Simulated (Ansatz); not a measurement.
# SnO under changes of volume

One of the cells (17.769 Å³/atom); the others are scaled copies at fixed shape and fractional positions:

```
CELL_PARAMETERS angstrom
3.81370 0.00000 0.00000
0.00000 3.81370 0.00000
0.00000 0.00000 4.88691
ATOMIC_POSITIONS crystal
Sn 0.50000 0.00000 0.76463
Sn 0.00000 0.50000 0.23537
O 0.00000 0.00000 0.00000
O 0.50000 0.50000 0.00000
```

The cell is a database's computed one.

- Program: Ansatz 0.2.0
- Functional: PBE
- Potentials or basis: Ansatz PAW
- Cutoff: 420 eV (not typed: the program's choice for these potentials)
- k mesh: 7 × 7 × 6
- Occupations: fermi-dirac, width 0.05 eV
- Spin: no spin polarisation

```tsv
volume (Å³/atom)	energy over the lowest point (meV/atom)	pressure (GPa)	gap on the mesh (eV)	largest force (eV/Å)
16.703	53.94	10.6	0.14	1.322
17.058	?	?	?	?
17.414	18.02	5.7	0.30	0.663
17.769	7.72	3.6	0.37	0.371
18.125	1.83	1.7	0.44	0.101
18.480	0.00	0.0	0.51	0.150
18.835	1.71	-1.5	0.57	0.384
```

**Question.** What does the run at 17.058 Å³/atom give?

**Answer.** Energy over the lowest point 33.24 meV/atom; pressure 8.0 GPa; gap on the mesh 0.22 eV; largest force 0.978 eV/Å.

Worked out: A Birch-Murnaghan fit of order 3 (a polynomial in V^(-2/3)) to the other rows has its minimum at 18.48 Å³/atom with B0 = V·E''(V) = 84 GPa and B' = 4.4 at fixed shape and positions, which overstates the stiffness. It gives 33.27 meV/atom at 17.058 Å³/atom, against the run's 33.24, and -dE/dV = 8.1 GPa, against 8.0. A straight line through the other rows of the gap, of slope 3.58 eV per unit of ln V, gives 0.22 eV, against the run's 0.22.

Energies are extrapolated to zero smearing.

Caveats: odd divisions of the mesh miss points on the zone boundary, where band edges often lie, so the gap on the mesh can be too wide; spin-orbit coupling is left out, which moves the levels of the heavy elements; forces of over 1 eV/Å show positions far from the minimum, so gaps and moduli don't describe the material at rest (some runs).

A mesh can miss the band edges.
